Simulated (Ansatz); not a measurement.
The system is NiO.

```
Ni O
1.0
     2.50462    0.00000    0.00000
     0.00000    2.50462    0.00000
     0.00000    0.00000    2.50462
Ni O
1 1
Direct
  0.00000 0.00000 0.00000
  0.50000 0.50000 0.50000
```

Measurements of this composition are mostly on another form, of space group No. 225.

Base run:

* Program: Ansatz 0.2.0
* Functional: PBE
* Potentials or basis: Ansatz PAW
* Cutoff: 420 eV (not typed: the program's choice for these potentials)
* k mesh: 9 × 9 × 9
* Occupations: fermi-dirac, width 0.05 eV
* Spin: collinear spin, ferromagnetic start
* Starting moments: [0.5, 0.0] μB
* Fixed moment: 0.5 μB

Its results: pressure 24.5 GPa; site moments Ni +0.40; O +0.10 μB.

**Question.** The run is repeated on the same cell with these changes: fixed moment from 0.5 μB to 1.2 μB; moments at the start from [0.5, 0.0] to [1.2, 0.0]. What comes out?

**Answer.** Pressure 27.3 GPa; site moments Ni +0.92; O +0.29 μB.

Caveats: the total moment is fixed, so each spin has its own Fermi level; a cell with one magnetic atom can't hold antiferromagnetic order, which such compounds often take; the thresholds are loose for stress.
